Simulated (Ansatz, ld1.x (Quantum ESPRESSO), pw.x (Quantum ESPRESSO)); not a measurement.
**Equation-of-state test of one TM potential (technetium (Tc))**

```
Element                 : technetium
Generator               : ld1.x (Quantum ESPRESSO) 7.5
Type                    : norm-conserving Troullier–Martins (Kleinman–Bylander form)
Functional              : PBE
Relativity              : scalar-relativistic
Frozen core             : [Kr]
Valence charge          : 7
Reference configuration : 4d4 5s0 5p0 (charge +3)
Partial waves           : 5p (bound, empty): rc 2.15 bohr; 4d (bound): rc 1.80 bohr; 5s (bound, empty): rc 2.50 bohr
Local potential         : the s channel
Core correction         : a·sin(br)/r model core inside 1.75 bohr
```

Atomic tests: cutoffs needed: 45 Ry and 55 Ry (the cutoffs (Ry, on a coarse ladder) from which the occupation-weighted sum of valence levels, in a spherical-Bessel basis at the reference potential, stays within 10 and 1 mRy of its value at 400 Ry); ghost test: ghost state, extra bound levels that the all-electron valence spectrum of the same l lacks: p at -135.7 eV; a true bound ghost makes a file unfit for plane-wave use (spherical-Bessel basis up to 400 Ry, 20 bohr box); largest excitation error: -568 meV (all-electron minus pseudo) for 4d6 5s1 5p0, out of 7 test configurations.

Crystal test: sc Tc in pw.x 7.5, no spin, 13³ k-points, Fermi–Dirac smearing 0.01 Ry, cutoffs 70/280 Ry. The reference is all-electron LAPW (Ansatz 0.2.0) with the same functional, mesh and smearing; V0 and B0 come from Birch–Murnaghan fits to the pressures at five volumes. Errors are pseudo minus all-electron; Δ is the rms difference of the E(V) curves that follow from these fits, minima aligned, over ±6 % about the mean V0. Mesh and smearing are coarse, so the numbers serve the comparison and aren't converged zero-temperature values; the lattice is a test structure that the element need not adopt.

| V (Å³/atom) | P all-electron (GPa) | P pseudo (GPa) |
| --- | --- | --- |
| 15.436 | 12.96 | 72.47 |
| 15.842 | 6.14 | 68.00 |
| 16.248 | 0.20 | 63.94 |
| 16.654 | -4.99 | 60.14 |
| 17.060 | -9.50 | 56.69 |

All-electron: a0 = 2.534 Å (V0 = 16.26 Å³/atom), B0 = 220.9 GPa.

Pseudopotential: mean pressure error (GPa): +63.28. The pressure does not cross zero within the volumes sampled, so no fit is given. The largest radius (2.50 bohr) exceeds half the bond length (2.39 bohr), so the spheres overlap, which is one possible source of error among others. This is a poor potential for the solid. Note: ghost state, extra bound levels that the all-electron valence spectrum of the same l lacks: p at -135.7 eV. A true bound ghost makes a file unfit for plane-wave use.

Task: At the middle volume, how do free energy and pressure move when the wave cutoff is lowered (ecutrho kept at four times it)?

Result:

```json
{"cutoff (Ry)": "32", "shift of F (meV/atom)": "+10901.6", "shift of P (GPa)": "-145.50"}
{"cutoff (Ry)": "42", "shift of F (meV/atom)": "+7768.8", "shift of P (GPa)": "-78.92"}
{"cutoff (Ry)": "56", "shift of F (meV/atom)": "+1577.3", "shift of P (GPa)": "-129.31"}
```

The run at the middle volume (84 k-points, 9 iterations) took about 8.9 s on one core of a shared host (Neoverse-V1, 32 threads, 247 GiB, load 48).
